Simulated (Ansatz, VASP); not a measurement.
## Fe: VASP beside Ansatz

```
CELL_PARAMETERS angstrom
-1.41354 1.41354 1.41354
1.41354 -1.41354 1.41354
1.41354 1.41354 -1.41354
ATOMIC_POSITIONS crystal
Fe 0.00000 0.00000 0.00000
```

Change from the starting cell: volume scaled by 0.94.

Alike in both runs: task single point; functional PBEsol; k mesh 13 × 13 × 13; occupations fermi-dirac, width 0.05 eV; collinear spin.

|  | VASP | Ansatz |
| --- | --- | --- |
| version | VASP 6.6.1 | Ansatz 0.2.0 |
| potentials or method | VASP PAW PBE potentials, release 64 (Fe), cutoff 520 eV | all-electron LAPW, scalar-relativistic |

Ansatz gave:

| Quantity | Value |
| --- | --- |
| gap on the k mesh at the Fermi level (eV) | none |
| pressure (GPa) | -9.4 |
| net moment per atom (μB) | 2.12 |
| size of the moment on the site where the two differ most (μB) | 2.17 |

Task: Estimate VASP's values.

Result: gap on the k mesh at the Fermi level (eV): none; pressure (GPa): -9.3; net moment per atom (μB): 2.13; size of the moment on the site where the two differ most (μB): 2.12.

Site moments also hang on the region over which each program counts them. A gap of «none» marks a metal or a gap that the smearing closes. Ansatz ran all-electron here, so the differences hold the error of VASP's frozen core and of both bases.

Caveats: the PAW data sets were made with another functional, which shifts forces and pressure a little (VASP).
